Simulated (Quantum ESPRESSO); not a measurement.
The system is CoO.

```
Co O
1.0
     0.00000    2.13150    2.13150
     2.13150    0.00000    2.13150
     2.13150    2.13150    0.00000
Co O
1 1
Direct
  0.00000 0.00000 0.00000
  0.50000 0.50000 0.50000
```

Base run:

* Program: Quantum ESPRESSO 7.5
* Functional: LDA
* Potentials or basis: PseudoDojo 0.4.1 SR LDA standard
* Cutoff: 1306 eV
* Density cutoff: 5225 eV
* k mesh: 11 × 11 × 11
* Occupations: fermi-dirac, width 0.05 eV
* Spin: collinear spin, ferromagnetic start
* Starting moments: [2.0, 0.0] μB

Its results: band gap on the k mesh none (metal or under the smearing width); pressure -19.8 GPa; net moment 2.88 μB per cell; site moments Co +2.42; O +0.35 μB.

Q: The run is repeated on the same cell with these changes: functional from LDA to PBE; potentials or basis from PseudoDojo 0.4.1 SR LDA standard to PseudoDojo 0.4.1 SR PBE standard. What comes out?

A: Band gap on the k mesh none (metal or under the smearing width); pressure -2.0 GPa; net moment 2.99 μB per cell; site moments Co +2.54; O +0.35 μB.

Caveats: a cell with one magnetic atom can't hold antiferromagnetic order, which such compounds often take; semilocal functionals often make such compounds metallic where correlation or magnetic order opens a gap, which also shifts bond lengths; so large a pressure means that the cell lies far from this level's equilibrium, or that cutoff or potentials fall short (some runs).
